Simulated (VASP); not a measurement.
# GaS (P6_3/mmc) in VASP: settings compared, part 2 of 2

VASP 6.6.1. The steps go on from the part before.

### Step 3. Optical spectrum, PBEsol+rVV10

INCAR

```
SYSTEM = GaS
PREC     = Accurate       ! precision mode
ENCUT    = 550            ! plane-wave cutoff, eV
EDIFF    = 1E-6           ! SCF threshold, eV
ISMEAR   = 0              ! smearing method
SIGMA    = 0.01           ! smearing width, eV
LREAL    = .FALSE.        ! projectors in reciprocal space
LASPH    = .TRUE.         ! aspherical terms in the spheres
NELM     = 100            ! most SCF steps
ALGO     = Normal         ! electronic algorithm
ISIF     = 2              ! what is computed and relaxed
LWAVE    = .FALSE.        ! write WAVECAR
LCHARG   = .FALSE.        ! write CHGCAR
GGA      = PS             ! functional
LUSE_VDW = .TRUE.       
IVDW_NL  = 2            
BPARAM   = 20.0         
CPARAM   = 0.0093       
LOPTICS  = .TRUE.         ! frequency-dependent dielectric function
NBANDS   = 86             ! bands
NEDOS    = 1000           ! points of the DOS
CSHIFT   = 0.1
```

KPOINTS

```
regular mesh
0
G
  9 9 2
  0 0 0
```

POSCAR

```
GaS
1.0
    3.5850000000      0.0000000000      0.0000000000
   -1.7925000000      3.1047010726      0.0000000000
    0.0000000000      0.0000000000     15.5000000000
Ga S
4 4
Cartesian
    1.7925000002      1.0349003574     12.8650000000
   -0.0000000002      2.0698007152      5.1150000000
    1.7925000002      1.0349003574     10.3850000000
   -0.0000000002      2.0698007152      2.6350000000
    1.7925000002      1.0349003574      6.2000000000
   -0.0000000002      2.0698007152     13.9500000000
    1.7925000002      1.0349003574      1.5500000000
   -0.0000000002      2.0698007152      9.3000000000
```

Potentials or basis: VASP PAW PBE potentials, release 64 (Ga_d_GW, S_GW).

Launch:

```console
$ cat potpaw_PBE.64/Ga_d_GW/POTCAR potpaw_PBE.64/S_GW/POTCAR > POTCAR
$ mpirun -np 1 vasp_std > vasp.out
```

OUTCAR:

```text
SYSTEM = GaS
   PREC = Accurate
   ENCUT = 550
   EDIFF = 1E-6
   ISMEAR = 0
   LREAL = .FALSE.
   LASPH = .TRUE.
   NELM = 100
   ISIF = 2
   GGA = PS
   IVDW_NL = 2
   BPARAM = 20.0

 ion  position               nearest neighbor table
   1  0.667  0.333  0.830-   6 2.34   6 2.34   6 2.34   3 2.48
[... 1643 lines left out ...]
     1.27623     8.26369     8.26369     8.99414    -0.00000     0.00000     0.00000
     1.70164     8.70809     8.70809     8.42285    -0.00000     0.00000     0.00000
     2.12705     9.41904     9.41904    10.60650    -0.00000     0.00000     0.00000
[... 92 lines left out ...]
    41.69022     0.82340     0.82340     0.82343     0.00000    -0.00000    -0.00000
    42.11563     0.82750     0.82750     0.82756     0.00000    -0.00000    -0.00000

  frequency dependent IMAGINARY DIELECTRIC FUNCTION (independent particle, no local field effects) current-current
     E(ev)      X         Y         Z        XY        YZ        ZX
  --------------------------------------------------------------------------------------------------------------
     0.00000    31.88769    31.88769    32.53631     0.00000     0.00000    -0.00000
     0.42541     3.23466     3.23466     3.33061     0.00000     0.00000    -0.00000
     0.85082     1.69108     1.69108     1.80996     0.00000     0.00000    -0.00000
     1.27623     1.22033     1.22033     1.59023     0.00000     0.00000    -0.00000
     1.70164     1.03610     1.03610     1.53010     0.00000     0.00000    -0.00000
     2.12705     1.00678     1.00678     1.93180     0.00000     0.00000    -0.00000
[... 92 lines left out ...]
    41.69022     0.00014     0.00014     0.00014     0.00000    -0.00000     0.00000
    42.11563     0.00012     0.00012     0.00013     0.00000    -0.00000     0.00000

  frequency dependent      REAL DIELECTRIC FUNCTION (independent particle, no local field effects) current-current
     E(ev)        X           Y           Z          XY          YZ          ZX
  --------------------------------------------------------------------------------------------------------------
     0.00000     7.77144     7.77144     7.90229     0.00000     0.00000    -0.00000
     0.42541     7.81975     7.81975     7.98161     0.00000     0.00000    -0.00000
     0.85082     7.97193     7.97193     8.25460     0.00000     0.00000    -0.00000
     1.27623     8.24725     8.24725     8.92730     0.00000     0.00000    -0.00000
     1.70164     8.68895     8.68895     8.34351     0.00000     0.00000    -0.00000
     2.12705     9.39443     9.39443    10.49530     0.00000     0.00000    -0.00000
[... 92 lines left out ...]
    41.69022     0.82345     0.82345     0.82348    -0.00000    -0.00000     0.00000
    42.11563     0.82754     0.82754     0.82761    -0.00000    -0.00000     0.00000
```

stdout:

```text
POSCAR found type information on POSCAR GaS
 POSCAR found :  2 types and       8 ions
 scaLAPACK will be used
 -----------------------------------------------------------------------------
|                                                                             |
|                                                                             |
|     You have switched on vdW-DFT.                                           |
[... 33 lines left out ...]
Total rVV10 correction in eV:      1.4074305   101.6128351
Total rVV10 correction in eV:      1.4074556   101.6128351
Total rVV10 correction in eV:      1.4074354   101.6128351
 optical routines
 imaginary and real dielectric function
 recalculating local potential from charge density
Total rVV10 correction in eV:      1.4074354   101.6128351
 direction            1
 direction            2
 direction            3
```

Wall time 6.3 min (1 thread of Intel Xeon Platinum 8559C (Emerald Rapids), shared host); peak memory 0.85 GiB.

Results:

* Free energy: -34.6946 eV
* Pressure: -1.8 GPa
* Largest force: 0.227 eV/Å
* Band gap on the k mesh: 1.45 eV, indirect (least direct gap 1.53 eV)

Forces on the atoms (eV/Å):
```
Ga   0.000  0.000 -0.227
Ga   0.000  0.000 -0.227
Ga   0.000  0.000  0.227
Ga   0.000  0.000  0.227
S    0.000  0.000 -0.081
S    0.000  0.000 -0.081
S    0.000  0.000  0.081
S    0.000  0.000  0.081
```

Stress tensor (GPa, compression positive):
```
-1.65  0.00  0.00
 0.00 -1.65  0.00
 0.00  0.00 -2.09
```

Dielectric function (mean over the directions given):
| energy (eV) | real part | imaginary part |
| --- | --- | --- |
| 0.26 | 7.85 | 0.02 |
| 0.68 | 7.99 | 0.05 |
| 1.19 | 8.39 | 0.13 |
| 1.70 | 8.61 | 0.31 |
| 2.21 | 10.15 | 0.79 |
| 2.72 | 11.31 | 0.99 |
| 3.23 | 12.89 | 5.25 |
| 3.74 | 11.93 | 7.46 |
| 4.25 | 10.47 | 9.95 |
| 4.76 | 6.94 | 15.06 |
| 5.28 | 1.91 | 11.51 |
| 5.79 | -2.29 | 10.34 |
| 6.30 | 0.65 | 7.72 |
| 6.81 | -1.37 | 8.35 |
| 7.32 | -2.97 | 7.23 |
| 7.83 | -3.27 | 6.25 |
| 8.34 | -3.64 | 2.90 |
| 8.85 | -2.43 | 2.39 |
| 9.36 | -1.60 | 2.44 |
| 9.87 | -1.34 | 2.24 |
| 10.29 | -1.55 | 2.24 |
| 10.81 | -1.66 | 1.79 |
| 11.32 | -1.43 | 1.47 |
| 11.83 | -1.47 | 1.21 |
| 12.34 | -1.13 | 0.97 |
| 12.85 | -0.93 | 0.98 |
| 13.36 | -0.82 | 0.77 |
| 13.87 | -0.63 | 0.65 |
| 14.38 | -0.51 | 0.53 |
| 14.89 | -0.34 | 0.51 |
| 15.40 | -0.32 | 0.47 |
| 15.91 | -0.18 | 0.39 |
| 16.42 | -0.13 | 0.35 |
| 16.93 | 0.00 | 0.32 |
| 17.44 | 0.05 | 0.36 |
| 17.95 | 0.05 | 0.28 |
| 18.46 | 0.20 | 0.24 |
| 18.97 | 0.21 | 0.33 |
| 19.48 | 0.21 | 0.36 |
| 19.99 | 0.13 | 0.31 |

Caveat: spectra need much finer meshes, so this one isn't converged; independent-particle spectra lack excitons; the PAW data sets were made with another functional, which shifts forces and pressure a little; an odd mesh through Γ misses points on the zone boundary, where band edges often lie.

### Step 4. Core levels, PBE+ULG (volume scaled by 1.04)

INCAR

```
SYSTEM = GaS
PREC = Accurate
ENCUT = 520
EDIFF = 1E-6
ISMEAR = -1
SIGMA = 0.02
LREAL = .False.
LASPH = .True.
NELM = 80
ALGO = Normal
ISIF = 2
LWAVE = .False.
LCHARG = .False.
GGA = PE
IVDW = 3
ICORELEVEL = 1
```

KPOINTS

```
regular mesh
0
Gamma
  9 9 2
  0 0 0
```

POSCAR

```
GaS
3.6322
    0.999993519823      0.000000000000      0.000000000000
   -0.499996759898      0.866019791807      0.000000000000
    0.000000000000      0.000000000000      4.323542414845
Ga S
4 4
Direct
    0.6666666667      0.3333333333      0.8300000000
    0.3333333333      0.6666666667      0.3300000000
    0.6666666667      0.3333333333      0.6700000000
    0.3333333333      0.6666666667      0.1700000000
    0.6666666667      0.3333333333      0.4000000000
    0.3333333333      0.6666666667      0.9000000000
    0.6666666667      0.3333333333      0.1000000000
    0.3333333333      0.6666666667      0.6000000000
```

Potentials or basis: VASP PAW PBE potentials, release 64 (Ga_d, S).

Launch:

```console
$ cat potpaw_PBE.64/Ga_d/POTCAR potpaw_PBE.64/S/POTCAR > POTCAR
$ mpirun -np 1 vasp_std > vasp.out
```

OUTCAR:

```text
SYSTEM = GaS
   PREC = Accurate
   ENCUT = 520
   EDIFF = 1E-6
   ISMEAR = -1
   LREAL = .False.
   LASPH = .True.
   NELM = 80
   ISIF = 2
   GGA = PE
   IVDW = 3
  IVDW =   3

 ion  position               nearest neighbor table
   1  0.667  0.333  0.830-   6 2.37   6 2.37   6 2.37   3 2.51
   2  0.333  0.667  0.330-   5 2.37   5 2.37   5 2.37   4 2.51
   3  0.667  0.333  0.670-   8 2.37   8 2.37   8 2.37   1 2.51
   4  0.333  0.667  0.170-   7 2.37   7 2.37   7 2.37   2 2.51
   5  0.667  0.333  0.400-   2 2.37   2 2.37   2 2.37
   6  0.333  0.667  0.900-   1 2.37   1 2.37   1 2.37
   7  0.667  0.333  0.100-   4 2.37   4 2.37   4 2.37
   8  0.333  0.667  0.600-   3 2.37   3 2.37   3 2.37

  LATTYP: Found a hexagonal cell.
 ALAT       =     3.6321764627
 C/A-ratio  =     4.3235704323

  Lattice vectors:

 A1 = (   3.6321764627,   0.0000000000,   0.0000000000)
 A2 = (  -1.8160882313,   3.1455570878,   0.0000000000)
 A3 = (   0.0000000000,   0.0000000000,  15.7039707592)

Analysis of symmetry for initial positions (statically):
=====================================================================
 Subroutine PRICEL returns:
 Original cell was already a primitive cell.

 Routine SETGRP: Setting up the symmetry group for a
 hexagonal supercell.

 Subroutine GETGRP returns: Found 24 space group operations
 (whereof 12 operations were pure point group operations)
 out of a pool of 24 trial point group operations.

The static configuration has the point symmetry D_3d.
 The point group associated with its full space group is D_6h.

Analysis of symmetry for dynamics (positions and initial velocities):
=====================================================================
 Subroutine PRICEL returns:
 Original cell was already a primitive cell.

 Routine SETGRP: Setting up the symmetry group for a
 hexagonal supercell.

 Subroutine GETGRP returns: Found 24 space group operations
 (whereof 12 operations were pure point group operations)
 out of a pool of 24 trial point group operations.

The dynamic configuration has the point symmetry D_3d.
 The point group associated with its full space group is D_6h.

 Subroutine INISYM returns: Found 24 space group operations
 (whereof 12 operations are pure point group operations),
 and found     1 'primitive' translations

----------------------------------------------------------------------------------------

                                     Primitive cell

  volume of cell :     179.4213

  direct lattice vectors                    reciprocal lattice vectors
     3.632176463  0.000000000  0.000000000     0.275317020  0.158954356  0.000000000
    -1.816088231  3.145557088  0.000000000     0.000000000  0.317908711  0.000000000
     0.000000000  0.000000000 15.703970759     0.000000000  0.000000000  0.063678162

  length of vectors
     3.632176463  3.632176463 15.703970759     0.317908711  0.317908711  0.063678162

  position of ions in fractional coordinates (direct lattice)
     0.666666667  0.333333333  0.830000000
     0.333333333  0.666666667  0.330000000
     0.666666667  0.333333333  0.670000000
     0.333333333  0.666666667  0.170000000
     0.666666667  0.333333333  0.400000000
     0.333333333  0.666666667  0.900000000
     0.666666667  0.333333333  0.100000000
[... 74 lines left out ...]
   PREC   = accura    normal or accurate (medium, high low for compatibility)
   ISTART =      0    job   : 0-new  1-cont  2-samecut
   ICHARG =      2    charge: 1-file 2-atom 10-const
   ISPIN  =      1    spin polarized calculation?
   LNONCOLLINEAR =      F non collinear calculations
   LSORBIT =      F    spin-orbit coupling
   LASPH  =      T    aspherical Exc in radial PAW
   ENCUT  =  520.0 eV  38.22 Ry    6.18 a.u.   6.75  6.75 29.20*2*pi/ulx,y,z
   NELM   =     80;   NELMIN=  2; NELMDL= -5     # of ELM steps
   EDIFF  = 0.1E-05   stopping-criterion for ELM
   LREAL  =      F    real-space projection
   EDIFFG = 0.1E-04   stopping-criterion for IOM
   NSW    =      0    number of steps for IOM
   IBRION =     -1    ionic relax: 0-MD 1-quasi-New 2-CG
   NFREE  =      0    steps in history (QN), initial steepest desc. (CG)
   ISIF   =      2    stress and relaxation
   ISYM   =      2    0-nonsym 1-usesym 2-fastsym
   POTIM  = 0.5000    time-step for ionic-motion
   TEBEG  =    0.0;   TEEND  =   0.0 temperature during run
   PSTRESS=    0.0 pullay stress
   NELECT =      76.0000    total number of electrons
   NUPDOWN=      -1.0000    fix difference up-down
   EMIN   =  10.00;   EMAX   =-10.00  energy-range for DOS
   EFERMI =   0.00;   METHOD = LEGACY
   ISMEAR =    -1;   SIGMA  =   0.02  broadening in eV -4-tet -1-fermi 0-gaus
   EFERMI_NEDOS =   21; number of points for ismear=-14 and -15
   IALGO  =     38    algorithm
   IMIX   =      4    mixing-type and parameters
     AMIX     =   0.40;   BMIX     =  1.00
     AMIX_MAG =   1.60;   BMIX_MAG =  1.00
  volume/ion in A,a.u.               =      22.43       151.35
  Fermi-wavevector in a.u.,A,eV,Ry     =   1.229480  2.323380 20.566843  1.511620
  Thomas-Fermi vector in A             =   2.364365
   LORBIT       =      0    0 simple, 1 ext, 2 COOP (PROOUT), +10 PAW based schemes
   GGA     = PE    functional components
   LHFCALC =     F    Hartree Fock is set to
   AEXX    =    0.0000 exact exchange contribution
   IVDW    =     3    specifies the selected vdW correction
   LEPSILON=     F    determine dielectric tensor
   LRPA    =     F    only Hartree local field effects (RPA)
 non-spin polarized calculation
  energy-cutoff  :      520.00
  volume of cell :      179.42
 maximum number of plane-waves:      4848
 NGX is ok and might be reduce to    28
   NGX = 13   NGY = 13   NGZ = 59

 number of electron      75.9999980 magnetization

 Free energy of the ion-electron system (eV)
  ---------------------------------------------------
  ext. energy  EPLUGINS =         0.00000000
  ---------------------------------------------------
  free energy    TOTEN  =       -33.24544227 eV

  energy without entropy =      -33.24544227  energy(sigma->0) =      -33.24544227

 the core state eigenenergies are
   1-  1s -10220.6126  2s  -1253.9848  2p  -1090.4516  3s   -140.0095  3p    -90.7422

   2-  1s -10220.6126  2s  -1253.9848  2p  -1090.4516  3s   -140.0095  3p    -90.7422

   3-  1s -10220.6126  2s  -1253.9848  2p  -1090.4516  3s   -140.0095  3p    -90.7422

   4-  1s -10220.6126  2s  -1253.9848  2p  -1090.4516  3s   -140.0095  3p    -90.7422

   5-  1s  -2395.8637  2s   -201.9345  2p   -146.7075
   6-  1s  -2395.8637  2s   -201.9345  2p   -146.7075
   7-  1s  -2395.8637  2s   -201.9345  2p   -146.7075
   8-  1s  -2395.8637  2s   -201.9345  2p   -146.7075

 E-fermi :   4.0084     XC(G=0):  -9.3134

 val. band max:        3.5632366423   @ k =   0.0000   0.0000   0.0000
 cond. band min:       5.0120947470   @ k =   0.0000   0.0000   0.0000
 fundamental gap:      1.4488581047
 Fermi energy:         4.0083508952

 k-point     1 :       0.0000    0.0000    0.0000
  band No.  band energies     occupation
      1     -11.3010      2.00000
      2     -11.2995      2.00000
      3     -11.2021      2.00000
      4     -11.2021      2.00000
      5     -11.2020      2.00000
      6     -11.2020      2.00000
[... 269 lines left out ...]
     36       1.6579      2.00000
     37       2.6138      2.00000

------------------------ aborting loop because EDIFF is reached ----------------------------------------

  ULGs method for vdW energy calculation

  Number of pair interactions contributing to vdW energy:  105350

  Edisp (eV):   -2.08255

  FORCE on cell =-STRESS in cart. coord.  units (eV):
  Direction    XX          YY          ZZ          XY          YZ          ZX
  --------------------------------------------------------------------------------------
  -------------------------------------------------------------------------------------
  Total      -2.62479    -2.62479    -3.17383    -0.00000     0.00000     0.00000
  in kB     -23.43860   -23.43860   -28.34131    -0.00000     0.00000     0.00000
  external pressure =      -25.07 kB  Pullay stress =        0.00 kB

 VOLUME and BASIS-vectors are now :
 -----------------------------------------------------------------------------
  energy-cutoff  :      520.00
  volume of cell :      179.42
      direct lattice vectors                 reciprocal lattice vectors
     3.632176463  0.000000000  0.000000000     0.275317020  0.158954356  0.000000000
    -1.816088231  3.145557088  0.000000000     0.000000000  0.317908711  0.000000000
     0.000000000  0.000000000 15.703970759     0.000000000  0.000000000  0.063678162

 POSITION                                       TOTAL-FORCE (eV/Angst)
 -----------------------------------------------------------------------------------
      1.81609      1.04852     13.03430        -0.000000     -0.000000     -0.143921
     -0.00000      2.09704      5.18231        -0.000000      0.000000     -0.143921
      1.81609      1.04852     10.52166         0.000000     -0.000000      0.143921
     -0.00000      2.09704      2.66968        -0.000000      0.000000      0.143921
      1.81609      1.04852      6.28159         0.000000     -0.000000     -0.258175
     -0.00000      2.09704     14.13357        -0.000000     -0.000000     -0.258175
      1.81609      1.04852      1.57040        -0.000000     -0.000000      0.258175
     -0.00000      2.09704      9.42238        -0.000000     -0.000000      0.258175
 -----------------------------------------------------------------------------------
    total drift:                                0.000000     -0.000000      0.000000

  FREE ENERGIE OF THE ION-ELECTRON SYSTEM (eV)
  ---------------------------------------------------
  free  energy   TOTEN  =       -35.3279952669 eV

  energy  without entropy=      -35.3279952669  energy(sigma->0) =      -35.32799527
```

Run time: 2.1 min. Hardware: 1 thread of Intel Xeon Platinum 8559C (Emerald Rapids), shared host; peak memory 0.36 GiB.

Results:

```
Free energy                : -35.3280 eV
Pressure                   : -2.5 GPa
Largest force              : 0.258 eV/Å
Band gap on the k mesh     : 1.45 eV, direct
Dispersion energy per atom : -0.260 eV
```

Forces on the atoms (eV/Å):
```
Ga   0.000  0.000 -0.144
Ga   0.000  0.000 -0.144
Ga   0.000  0.000  0.144
Ga   0.000  0.000  0.144
S    0.000  0.000 -0.258
S    0.000  0.000 -0.258
S    0.000  0.000  0.258
S    0.000  0.000  0.258
```

Stress tensor (GPa, compression positive):
```
-2.34  0.00  0.00
 0.00 -2.34  0.00
 0.00  0.00 -2.83
```

Core levels (eV, on the scale of the bands):
```csv
atom,levels
1 Ga,"1s -10220.6, 2s -1254.0, 2p -1090.5, 3s -140.0, 3p -90.7"
2 Ga,"1s -10220.6, 2s -1254.0, 2p -1090.5, 3s -140.0, 3p -90.7"
3 Ga,"1s -10220.6, 2s -1254.0, 2p -1090.5, 3s -140.0, 3p -90.7"
4 Ga,"1s -10220.6, 2s -1254.0, 2p -1090.5, 3s -140.0, 3p -90.7"
5 S,"1s -2395.9, 2s -201.9, 2p -146.7"
6 S,"1s -2395.9, 2s -201.9, 2p -146.7"
```

Caveat: an odd mesh through Γ misses points on the zone boundary, where band edges often lie.

### Step 5. Summary

| task | level | potentials or basis | cell | cutoff (eV) | smearing | k mesh for the DOS | occupations for the DOS | gap on the mesh (eV) | pressure (GPa) | largest force (eV/Å) |
| --- | --- | --- | --- | --- | --- | --- | --- | --- | --- | --- |
| density of states | PBE+TS | VASP PAW PBE potentials, release 54 (Ga_d, S) | as given | 520 | tetrahedron 0.05 eV | 14 × 14 × 3 | tetrahedron | - | - | - |
| optical spectrum | PBEsol+rVV10 | VASP PAW PBE potentials, release 64 (Ga_d_GW, S_GW) | as given | 550 | gaussian 0.01 eV | - | - | 1.45 | -1.8 | 0.23 |
| core levels | PBE+ULG | VASP PAW PBE potentials, release 64 (Ga_d, S) | volume scaled by 1.04 | 520 | fermi-dirac 0.02 eV | - | - | 1.45 | -2.5 | 0.26 |

Alike in all rows: no spin polarisation; k mesh 9 × 9 × 2.

Caveats: an odd mesh through Γ misses points on the zone boundary, where band edges often lie (some runs); spectra need much finer meshes, so this one isn't converged (some runs); independent-particle spectra lack excitons (some runs); the PAW data sets were made with another functional, which shifts forces and pressure a little (some runs).

Absolute energies hang on the potentials; compare differences alone.

### Step 6. How close it comes

Step 3. The gap isn't set beside the deposited one, since this odd mesh misses points on the zone boundary.
